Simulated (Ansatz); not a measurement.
**PtS2 under changes of volume**

One of the cells (18.261 Å³/atom); the others are scaled copies at fixed shape and fractional positions:

```
Pt S
1.0
     3.54320    0.00000    0.00000
    -1.77160    3.06850    0.00000
     0.00000    0.00000    5.03880
Pt S
1 2
Direct
  0.00000 0.00000 0.00000
  0.66667 0.33333 0.77300
  0.33333 0.66667 0.22700
```

```yaml
Program: Ansatz 0.2.0
Functional: PBEsol
Potentials_or_basis: Ansatz PAW
Cutoff: "420 eV (not typed: the program's choice for these potentials)"
k_mesh: 9 × 9 × 5
Occupations: fermi-dirac, width 0.05 eV
Spin: no spin polarisation
```

```csv
volume (Å³/atom),energy over the lowest point (meV/atom),pressure (GPa),gap on the mesh (eV),largest force (eV/Å)
17.165,97.36,18.4,1.01,2.006
17.531,60.57,14.0,0.99,1.625
17.896,33.40,10.0,0.97,1.275
18.261,?,?,?,?
18.626,3.97,3.2,0.93,0.654
18.992,0.00,0.3,0.91,0.380
19.357,2.19,-2.2,0.89,0.127
```

Question: What does the run at 18.261 Å³/atom give?

Answer: Energy over the lowest point 14.84 meV/atom; pressure 6.4 GPa; gap on the mesh 0.95 eV; largest force 0.952 eV/Å.

Worked out: A Birch-Murnaghan fit of order 3 (a polynomial in V^(-2/3)) to the other rows has its minimum at 19.04 Å³/atom with B0 = V·E''(V) = 139 GPa and B' = 4.6 at fixed shape and positions, which overstates the stiffness. It gives 14.85 meV/atom at 18.261 Å³/atom, against the run's 14.84, and -dE/dV = 6.4 GPa, against 6.4. A straight line through the other rows of the gap, of slope -0.999 eV per unit of ln V, gives 0.95 eV, against the run's 0.95.

Energies are extrapolated to zero smearing.

Caveats: odd divisions of the mesh miss points on the zone boundary, where band edges often lie, so the gap on the mesh can be too wide; spin-orbit coupling is left out, which moves the levels of the heavy elements; the PAW data sets come from PBE, with cores solved anew for the run's functional, which leaves a small shift of forces and pressure; forces of over 1 eV/Å show positions far from the minimum, so gaps and moduli don't describe the material at rest (some runs).

A mesh can miss the band edges.
